Can a program be recognised by its numbers?

1. Five unnamed rows

Five density-functional programs were given the same crystal of WS₂, a layered semiconductor in which each sheet of tungsten lies between two sheets of sulfur. The atoms had been shifted at random by about 0.05 Å and were then held in place, in a cell of fixed size. The table gives the pressure of the cell, the largest force on any atom, and the energy relative to the unshifted crystal, which is missing for one row. The task is to match the rows to the candidates listed with them.

DFT calculations with PBE, without dispersion correction, spin polarisation or spin–orbit coupling, for a six-atom WS₂ cell with atoms displaced at random by about 0.05 Å (10×10×3 k mesh, Fermi–Dirac smearing of 0.05 eV). Basis gives the plane-wave cutoff; pressure is positive in compression, without Ansatz's Pulay correction; energy change is relative to the undisplaced cell. Candidates: ABACUS, GPAW, ABINIT, Ansatz, Quantum ESPRESSO.

```
row  pressure (GPa)  largest force (eV/Å)  energy change per atom (meV)
  A           5.260               1.37100                           n/a
  B           5.220               1.36300                        20.160
  C           5.250               1.37000                        20.700
  D           5.440               1.37000                        20.770
  E           5.220               1.36500                        20.230
```

2. What the columns measure

The three results answer two different questions. Force and energy change both tell how the crystal responds when atoms move inside a cell that stays the same. Pressure tells how the energy responds when the cell itself is stretched or squeezed, with all atoms carried along.

An error that is the same for both arrangements of the atoms drops out of the energy change. If that error varies with the size of the cell, it still enters the pressure. Two programs can therefore agree well on one question and less well on the other.

3. Two ways to sort the rows

Sorted by pressure, the rows fall into four and one. Rows A, B, C and E lie within 0.04 GPa of each other, while D stands 0.18 GPa above the next highest.

Sorted by force, the same rows fall differently. B and E have slightly lower largest forces than A, C and D, and their energy changes are at least 0.47 meV per atom below those of C and D. Row D, so conspicuous in pressure, is an ordinary member of its group here.

The two sortings split the rows at different places. C and D differ by only 0.07 meV per atom in energy change but by 0.19 GPa in pressure. C and E are close in pressure and well apart in energy change. A single difference that moved both columns in proportion could not produce this pattern, so more than one difference between the runs is probably at work.

4. An attempt at assignment

The plane-wave cutoffs of the five runs, which the candidate list leaves out, look like a clue, since they run from 420 eV for Ansatz to 1007 eV. A cutoff limits how sharply the plane waves can vary in space. How much sharpness is needed depends on the potential: a smooth one is well served by a cutoff that would be far too low for a hard one. The cutoffs therefore cannot be read as a ranking of accuracy.

One clue does have a direction. When a cell is stretched with a fixed number of plane waves, the waves are stretched too and describe the electrons a little less well. The energy then rises for a reason that has nothing to do with the crystal, and the computed pressure comes out too low. This is the Pulay stress. The Ansatz pressure used here is left uncorrected for it, and the correction would be about 0.03 GPa.

That favours one of the two lowest rows, B or E, for Ansatz. It is a weak preference, because the shift is no larger than the ordinary scatter among the four similar rows. For the other four programs the values offer no sound reason to prefer one place over another. No assignment is sure, and even the striking row D could belong to any of several candidates.

5. The labels

The rows with their labels:

```
         program                            potentials    basis  pressure (GPa)  largest force (eV/Å)  energy change per atom (meV)
          ABACUS   PseudoDojo NC SR 0.4.1 PBE standard  1007 eV           5.220               1.36500                        20.230
          Ansatz                            Ansatz PAW   420 eV           5.220               1.36300                        20.160
          ABINIT                      JTH PAW PBE v2.0   544 eV           5.250               1.37000                        20.700
            GPAW  GPAW PAW data sets (gpaw data 1.2.1)   600 eV           5.260               1.37100                           n/a
Quantum ESPRESSO               SSSP 1.3 efficiency PBE   748 eV           5.440               1.37000                        20.770
```

Ansatz is row B, so the weak preference pointed the right way. Yet ABACUS, with the highest cutoff of all, has the same pressure, so a low pressure is no reliable mark of a low cutoff. The outlier D is Quantum ESPRESSO, whose cutoff is the second highest.

The type of potential does not sort the forces either. The pair with the lower forces joins a PAW program, Ansatz, to one with norm-conserving potentials, ABACUS. Quantum ESPRESSO is the only run with ultrasoft potentials, but a single run cannot show that they cause its high pressure. The useful question is now why the largest force gives no hint of the offset that the pressure shows so plainly.

6. Why tungsten hides what sulfur shows

Picture each W–S bond as a small spring, and suppose that two programs differ slightly in how hard this spring pushes at a given length. A tungsten atom has three sulfur neighbours above it and three below. The extra pushes from the two sides nearly cancel, so the force on tungsten hardly changes. This holds even when the force itself is large because the atom has been shifted, since only the small difference between the programs has to cancel.

A sulfur atom has its three tungsten neighbours on one side only. The sideways parts of the extra pushes cancel, but the parts perpendicular to the layer add up. Pressure hides nothing of this kind, because every bond that pushes harder helps to drive the cell apart.

The forces on the single atoms show this pattern when Quantum ESPRESSO is compared with GPAW. The perpendicular force on the tungsten atom that carries the largest force changes by only 0.0003 eV/Å. On the four sulfur atoms it changes by about 0.014 eV/Å, upward on two and downward on the other two. The largest force sits on tungsten in all five runs, which is the place where such a difference is least visible.

7. How much pressure can the bonds explain?

The sulfur forces allow an estimate of the stress along the stacking direction, counted positive when the crystal pushes outward. Each sulfur atom contributes its extra outward force times its height above the tungsten sheet. The sum over the four sulfur atoms is divided by the volume of the cell:

Δσ = 4 ΔF h / V

Here ΔF is the mean extra outward force on a sulfur atom, 0.0137 eV/Å. The height h is roughly 1.6 Å, a recalled value, and V is 6 × 18.25 Å³, or 109.5 Å³. With 1 eV/Å³ equal to 160.2 GPa,

Δσ = 4 × 0.0137 × 1.6 / 109.5 × 160.2 ≈ 0.13 GPa

The two runs actually differ by 0.15 GPa in this direction. The estimate assumes that the two pairs of sulfur atoms lie on opposite sides of their layers and are pushed outward, which is inferred from the signs of the forces and stresses.

Measured against GPAW in the same way, ABACUS and Ansatz also come out with the right sign and roughly the right size. ABINIT does not. On average its sulfur atoms are pushed outward as strongly as those of GPAW, so the estimate gives practically no difference, yet its stress along the stacking direction is 0.12 GPa lower.

8. Where the spring picture ends

The picture also falls short within the layers. The sideways reach of a W–S bond is only a little larger than its height, and its sideways push is shared between two directions. Springs that push harder should therefore raise the stress less within the layer than across it. Between GPAW and Quantum ESPRESSO the opposite is found: 0.20 GPa in each direction within the layer, against 0.15 GPa across it.

Part of the offset must therefore come from something that changes with the size of the cell and leaves little trace in the forces on the atoms. The Pulay stress shows that such contributions exist, for it acts almost equally in all directions and is absent from the forces. In the Quantum ESPRESSO run it cannot explain the high value, since too small a basis there would make the pressure too low. In the other runs it would widen the offset, but its size is known only for Ansatz, where it is about 0.03 GPa. Pushes between atoms of the same sheet are another possibility: they nearly cancel on each atom and still act to widen the layer. What plays this part in the Quantum ESPRESSO run is open, because program, potential and basis all change together. Running the same potentials in a second program, and then raising the cutoff in both, would help to tell these three apart.

9. What is physics and what is setting

The pressure of a little over 5 GPa, common to all five rows, is what the PBE functional gives for this particular cell. It belongs to an unrelaxed cell with its atoms held out of place, and is no property of WS₂ at rest. PBE also leaves out most of the dispersion attraction between the layers, which would be expected to lower the pressure. The offset of 0.18 GPa, about 3 % of that pressure, comes from the way the calculation was set up.

For practical work this means that agreement in the largest force does not vouch for the pressure. An atom with similar neighbours on opposite sides is a poor witness to a small change in its bonds, while an atom bonded on one side only is a better one, though the ABINIT run shows that it too can miss a change of stress. When two programs are to be compared on a layered crystal, the forces on the outer atoms and the separate components of the stress are worth comparing besides the largest force. Pressures that are to be subtracted from one another should come from one program with one set of potentials.
